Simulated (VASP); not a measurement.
# Na (P6_3/mmc) in VASP: a series of runs

The runs below take Na through relaxation of cell and atoms, with PBE.

Program: VASP 6.6.1. These are calculated values, not measurements. Logs are shortened: lines on timing, memory, paths and dates and some standing lists are left out, and cuts for length are marked.

## (1) The crystal as given

It takes space group P6_3/mmc (No. 194, hexagonal). Conventional cell: a = 3.767 Å, b = 3.767 Å, c = 6.154 Å, α = 90.00°, β = 90.00°, γ = 120.00°. Na (site symmetry -6m2) has 12 Na at 3.77 Å as nearest neighbours.

This isn't the form of Na at room conditions, which is bcc.

## (2) Relaxation of cell and atoms, PBE

INCAR

```
SYSTEM = Na
PREC     = Accurate       ! precision mode
ENCUT    = 520            ! plane-wave cutoff, eV
EDIFF    = 1E-6           ! SCF threshold, eV
ISMEAR   = 0              ! smearing method
SIGMA    = 0.1            ! smearing width, eV
LREAL    = .False.        ! projectors in reciprocal space
LASPH    = .True.         ! aspherical terms in the spheres
NELM     = 120            ! most SCF steps
ALGO     = Normal         ! electronic algorithm
ISIF     = 3              ! what is computed and relaxed
LWAVE    = .False.        ! write WAVECAR
LCHARG   = .False.        ! write CHGCAR
GGA      = PE             ! functional
IBRION   = 2              ! ionic algorithm
NSW      = 90             ! ionic steps
EDIFFG   = -0.01          ! ionic threshold
```

KPOINTS

```
regular mesh
0
Gamma
  13 13 7
  0 0 0
```

POSCAR

```
Na
1.0
    3.7670000000      0.0000000000      0.0000000000
   -1.8835000000      3.2623177000      0.0000000000
    0.0000000000      0.0000000000      6.1540000000
Na
2
Direct
    0.3333333300      0.6666666700      0.2500000000
    0.6666666700      0.3333333300      0.7500000000
```

Potentials or basis: VASP PAW PBE potentials, release 64 (Na_pv).

Command:

```console
cat potpaw_PBE.64/Na_pv/POTCAR > POTCAR
mpirun -np 1 vasp_std > vasp.out
```

OUTCAR:

```text
SYSTEM = Na
   PREC = Accurate
   ENCUT = 520
   EDIFF = 1E-6
   ISMEAR = 0
   LREAL = .False.
   LASPH = .True.
   NELM = 120
   ISIF = 3
   GGA = PE
   IBRION = 2
   NSW = 90
   EDIFFG = -0.01

 ion  position               nearest neighbor table
   1  0.333  0.667  0.250-
   2  0.667  0.333  0.750-

  LATTYP: Found a hexagonal cell.
 ALAT       =     3.7670000000
 C/A-ratio  =     1.6336607380

  Lattice vectors:

 A1 = (   3.7670000000,   0.0000000000,   0.0000000000)
 A2 = (  -1.8835000000,   3.2623177000,   0.0000000000)
 A3 = (   0.0000000000,   0.0000000000,   6.1540000000)

Analysis of symmetry for initial positions (statically):
=====================================================================
 Subroutine PRICEL returns:
 Original cell was already a primitive cell.

 Routine SETGRP: Setting up the symmetry group for a
 hexagonal supercell.

 Subroutine GETGRP returns: Found 24 space group operations
 (whereof 12 operations were pure point group operations)
 out of a pool of 24 trial point group operations.

The static configuration has the point symmetry D_3d.
 The point group associated with its full space group is D_6h.

Analysis of symmetry for dynamics (positions and initial velocities):
=====================================================================
 Subroutine PRICEL returns:
 Original cell was already a primitive cell.

 Routine SETGRP: Setting up the symmetry group for a
 hexagonal supercell.

 Subroutine GETGRP returns: Found 24 space group operations
 (whereof 12 operations were pure point group operations)
 out of a pool of 24 trial point group operations.

The dynamic configuration has the point symmetry D_3d.
 The point group associated with its full space group is D_6h.

 Subroutine INISYM returns: Found 24 space group operations
 (whereof 12 operations are pure point group operations),
 and found     1 'primitive' translations

----------------------------------------------------------------------------------------

                                     Primitive cell

  volume of cell :      75.6274

  direct lattice vectors                    reciprocal lattice vectors
     3.767000000  0.000000000  0.000000000     0.265463233  0.153265269  0.000000000
    -1.883500000  3.262317700  0.000000000     0.000000000  0.306530538  0.000000000
     0.000000000  0.000000000  6.154000000     0.000000000  0.000000000  0.162495938

  length of vectors
     3.767000000  3.767000003  6.154000000     0.306530538  0.306530538  0.162495938

  position of ions in fractional coordinates (direct lattice)
     0.333333330  0.666666670  0.250000000
     0.666666670  0.333333330  0.750000000

  ion indices of the primitive-cell ions
   primitive index   ion index
                 1           1
                 2           2

----------------------------------------------------------------------------------------

 KPOINTS: regular mesh

Automatic generation of k-mesh.
 Grid dimensions read from file:
 generate k-points for:   13   13    7

 Generating k-lattice:

  Cartesian coordinates                     Fractional coordinates (reciprocal lattice)
     0.020420249  0.011789636  0.000000000     0.076923077  0.000000000  0.000000000
     0.000000000  0.023579272  0.000000000     0.000000000  0.076923077  0.000000000
     0.000000000  0.000000000  0.023213705     0.000000000  0.000000000  0.142857143

  Length of vectors
     0.023579272  0.023579272  0.023213705

  Shift w.r.t. Gamma in fractional coordinates (k-lattice)
     0.000000000  0.000000000  0.000000000

 Subroutine IBZKPT returns following result:
 ===========================================

 Found     84 irreducible k-points:

 Following reciprocal coordinates:
            Coordinates               Weight
  0.000000  0.000000  0.000000      1.000000
  0.076923  0.000000  0.000000      6.000000
  0.153846  0.000000  0.000000      6.000000
  0.230769  0.000000  0.000000      6.000000
  0.307692  0.000000  0.000000      6.000000
  0.384615  0.000000  0.000000      6.000000
[... 16 lines left out ...]
  0.076923  0.000000  0.142857     12.000000
  0.153846  0.000000  0.142857     12.000000
 [... further k-points ...]
   k-points           NKPTS =     84   k-points in BZ     NKDIM =     84   number of bands    NBANDS=     11
   number of dos      NEDOS =    301   number of ions     NIONS =      2
   total plane-waves  NPLWV =  37632
   dimension x,y,z NGX =    28 NGY =   28 NGZ =   48
   dimension x,y,z NGXF=    56 NGYF=   56 NGZF=   96
   ions per type =               2
   NGX,Y,Z   is equivalent  to a cutoff of  12.36, 12.36, 12.97 a.u.
   NGXF,Y,Z  is equivalent  to a cutoff of  24.71, 24.71, 25.93 a.u.
 SYSTEM =  Na
   PREC   = accura    normal or accurate (medium, high low for compatibility)
   ISTART =      0    job   : 0-new  1-cont  2-samecut
   ICHARG =      2    charge: 1-file 2-atom 10-const
   ISPIN  =      1    spin polarized calculation?
   LNONCOLLINEAR =      F non collinear calculations
   LSORBIT =      F    spin-orbit coupling
   LASPH  =      T    aspherical Exc in radial PAW
   ENCUT  =  520.0 eV  38.22 Ry    6.18 a.u.   7.00  7.00 11.44*2*pi/ulx,y,z
   NELM   =    120;   NELMIN=  2; NELMDL= -5     # of ELM steps
   EDIFF  = 0.1E-05   stopping-criterion for ELM
   LREAL  =      F    real-space projection
   EDIFFG = -.1E-01   stopping-criterion for IOM
   NSW    =     90    number of steps for IOM
   IBRION =      2    ionic relax: 0-MD 1-quasi-New 2-CG
   NFREE  =      1    steps in history (QN), initial steepest desc. (CG)
   ISIF   =      3    stress and relaxation
   ISYM   =      2    0-nonsym 1-usesym 2-fastsym
   POTIM  = 0.5000    time-step for ionic-motion
   TEBEG  =    0.0;   TEEND  =   0.0 temperature during run
   PSTRESS=    0.0 pullay stress
   NELECT =      14.0000    total number of electrons
   NUPDOWN=      -1.0000    fix difference up-down
   EMIN   =  10.00;   EMAX   =-10.00  energy-range for DOS
   EFERMI =   0.00;   METHOD = LEGACY
   ISMEAR =     0;   SIGMA  =   0.10  broadening in eV -4-tet -1-fermi 0-gaus
   EFERMI_NEDOS =   21; number of points for ismear=-14 and -15
   IALGO  =     38    algorithm
   IMIX   =      4    mixing-type and parameters
     AMIX     =   0.40;   BMIX     =  1.00
     AMIX_MAG =   1.60;   BMIX_MAG =  1.00
  volume/ion in A,a.u.               =      37.81       255.18
  Fermi-wavevector in a.u.,A,eV,Ry     =   0.933020  1.763153 11.844235  0.870527
  Thomas-Fermi vector in A             =   2.059678
   LORBIT       =      0    0 simple, 1 ext, 2 COOP (PROOUT), +10 PAW based schemes
   GGA     = PE    functional components
   LHFCALC =     F    Hartree Fock is set to
   AEXX    =    0.0000 exact exchange contribution
   IVDW    =     0    specifies the selected vdW correction
   LEPSILON=     F    determine dielectric tensor
   LRPA    =     F    only Hartree local field effects (RPA)
 conjugate gradient relaxation of ions
 non-spin polarized calculation
 Gauss-broadening in eV      SIGMA  =   0.10
  energy-cutoff  :      520.00
  volume of cell :       75.63
 maximum number of plane-waves:      2049
 NGX is ok and might be reduce to    28
   NGX = 13   NGY = 13   NGZ = 23

--------------------------------------- Ionic step        1  -------------------------------------------

 number of electron      14.0000011 magnetization

 Free energy of the ion-electron system (eV)
  ---------------------------------------------------
  ext. energy  EPLUGINS =         0.00000000
  ---------------------------------------------------
  free energy    TOTEN  =        -2.62350301 eV

  energy without entropy =       -2.61915462  energy(sigma->0) =       -2.62132882

------------------------ aborting loop because EDIFF is reached ----------------------------------------

  FORCE on cell =-STRESS in cart. coord.  units (eV):
  Direction    XX          YY          ZZ          XY          YZ          ZX
  --------------------------------------------------------------------------------------
  -------------------------------------------------------------------------------------
  Total       -0.0951409     -0.0951409     -0.0289657      0.0000000      0.0000000      0.0000000
  in kB       -2.0155726     -2.0155726     -0.6136432      0.0000000      0.0000000      0.0000000
  external PRESSURE =      -1.5482628 kB  Pullay stress =       0.0000000 kB
[... 273 lines left out ...]
  energy  without entropy=       -2.6207286871  energy(sigma->0) =       -2.62265909

--------------------------------------- Ionic step        9  -------------------------------------------

 number of electron      14.0000005 magnetization

 Free energy of the ion-electron system (eV)
  ---------------------------------------------------
  ext. energy  EPLUGINS =         0.00000000
  ---------------------------------------------------
  free energy    TOTEN  =        -2.62460187 eV

  energy without entropy =       -2.62080126  energy(sigma->0) =       -2.62270156

 E-fermi :   0.3300     XC(G=0):  -6.5059

 val. band max:        0.3123488083   @ k =   0.3077   0.2308   0.1429
 cond. band min:       0.3992432777   @ k =   0.3846   0.1538   0.0000
 fundamental gap:      0.0868944694
 Fermi energy:         0.3299552876

 k-point     1 :       0.0000    0.0000    0.0000
  band No.  band energies     occupation
      1     -24.5946      2.00000
      2     -24.5664      2.00000
      3     -24.5664      2.00000
      4     -24.5619      2.00000
      5     -24.5619      2.00000
      6     -24.5610      2.00000
      7      -2.9490      2.00000
      8       0.8150      0.00000
      9       1.1960      0.00000
     10      10.4600      0.00000
     11      10.4600      0.00000
[... 309 lines left out ...]
 k-point    24 :       0.1538    0.0000    0.1429
  band No.  band energies     occupation
      1     -24.5907      2.00000
      2     -24.5721      2.00000
      3     -24.5689      2.00000
      4     -24.5680      2.00000
      5     -24.5633      2.00000
      6     -24.5628      2.00000
      7      -2.5124      2.00000
      8       0.2974      1.35477
      9       2.5120      0.00000
     10       7.2241      0.00000
     11       9.1316      0.00000

 [... further k-points ...]

------------------------ aborting loop because EDIFF is reached ----------------------------------------

  FORCE on cell =-STRESS in cart. coord.  units (eV):
  Direction    XX          YY          ZZ          XY          YZ          ZX
  --------------------------------------------------------------------------------------
  -------------------------------------------------------------------------------------
  Total       -0.0014722     -0.0014722     -0.0092014      0.0000000      0.0000000      0.0000000
  in kB       -0.0318666     -0.0318666     -0.1991726      0.0000000      0.0000000      0.0000000
  external PRESSURE =      -0.0876353 kB  Pullay stress =       0.0000000 kB
[... 17 lines left out ...]
  FREE ENERGIE OF THE ION-ELECTRON SYSTEM (eV)
  ---------------------------------------------------
  free  energy   TOTEN  =        -2.6246018695 eV

  energy  without entropy=       -2.6208012591  energy(sigma->0) =       -2.62270156

 reached required accuracy - stopping structural energy minimisation
```

Run time: 3 min. Hardware: 1 thread of Intel Xeon Platinum 8559C (Emerald Rapids), shared host; peak memory 0.21 GiB.

What came out:

- Free energy: -2.6246 eV
- Relaxed volume: 37.01 Å³/atom
- Relaxed cell: a = 3.720 Å, b = 3.720 Å, c = 6.177 Å, α = 90.00°, β = 90.00°, γ = 120.00°
- Space group after relaxing (to 0.05 Å): P6_3/mmc (No. 194)
- Energy gained by relaxing: 0.5 meV/atom
- Ionic steps: 9
- Pressure after relaxing: 0.0 GPa
- Band gap on the k mesh: none (metal or under the smearing width)

The path:
| step | energy change (eV) | largest force (eV/Å) | pressure (GPa) | volume (Å³) |
| --- | --- | --- | --- | --- |
| 1 | 0.0000 | 0.0000 | -0.15 | 75.63 |
| 2 | -0.0004 | 0.0000 | -0.11 | 75.23 |
| 3 | -0.0008 | 0.0000 | -0.05 | 74.68 |
| 4 | -0.0009 | 0.0000 | 0.05 | 73.60 |
| 5 | -0.0010 | 0.0000 | 0.01 | 73.97 |
| 6 | -0.0010 | 0.0000 | 0.03 | 73.92 |
| 7 | -0.0010 | 0.0000 | 0.00 | 73.94 |
| 8 | -0.0011 | 0.0000 | 0.04 | 74.00 |
| 9 | -0.0011 | 0.0000 | -0.01 | 74.02 |

Final structure:
```
Na
1.0
     3.71990    0.00000    0.00000
    -1.85995    3.22153    0.00000
     0.00000    0.00000    6.17650
Na
2
Cartesian
  0.0000 2.1477 1.5441
  1.8600 1.0738 4.6324
```

## (3) Relaxation of cell and atoms, PBE

This run uses another cell than the first one, of 37.01 Å³/atom, 0.979 times its volume.

INCAR: that of step 2 with these lines changed.

```diff
@@ -3,3 +3,3 @@
 ENCUT    = 520            ! plane-wave cutoff, eV
-EDIFF    = 1E-6           ! SCF threshold, eV
+EDIFF    = 1E-7           ! SCF threshold, eV
 ISMEAR   = 0              ! smearing method
@@ -15,3 +15,4 @@
 IBRION   = 2              ! ionic algorithm
-NSW      = 90             ! ionic steps
-EDIFFG   = -0.01          ! ionic threshold
+NSW      = 60             ! ionic steps
+EDIFFG   = -0.005         ! ionic threshold
+POTIM    = 0.3            ! step
```

KPOINTS is that of step 2.

POSCAR

```
Na                                      
1.0
    3.7199020836      0.0000000000     -0.0000000000
   -1.8599510418      3.2215297078     -0.0000000000
   -0.0000000000     -0.0000000000      6.1765026120
  Na            
     2
Direct
     0.3333333300000021    0.6666666699999979    0.2500000000000000
     0.6666666699999979    0.3333333300000021    0.7500000000000000
```

Potentials or basis: VASP PAW PBE potentials, release 64 (Na_pv).

Command:

```console
cat potpaw_PBE.64/Na_pv/POTCAR > POTCAR
mpirun -np 1 vasp_std > vasp.out
```

Wall time 24 s (1 thread of Intel Xeon Platinum 8559C (Emerald Rapids), shared host); peak memory 0.2 GiB.

Results (log left out):

```
Free energy             : -2.6245 eV
Pressure after relaxing : 0.0 GPa
Band gap on the k mesh  : none (metal or under the smearing width)
```

Final structure:
```
Na
1.0
     3.71990    0.00000    0.00000
    -1.85995    3.22153    0.00000
     0.00000    0.00000    6.17650
Na
2
Direct
  0.33333 0.66667 0.25000
  0.66667 0.33333 0.75000
```

Levels at points of the mesh, in eV from the Fermi level:
| k point | band 4 | band 5 | band 6 | band 7 | band 8 | band 9 | band 10 | band 11 |
| --- | --- | --- | --- | --- | --- | --- | --- | --- |
| (0.00, 0.00, 0.00) | -24.89 | -24.89 | -24.89 | -3.28 | 0.49 | 0.87 | 10.13 | 10.13 |

Caveat: the relaxation stopped at its first step, so nothing moved.
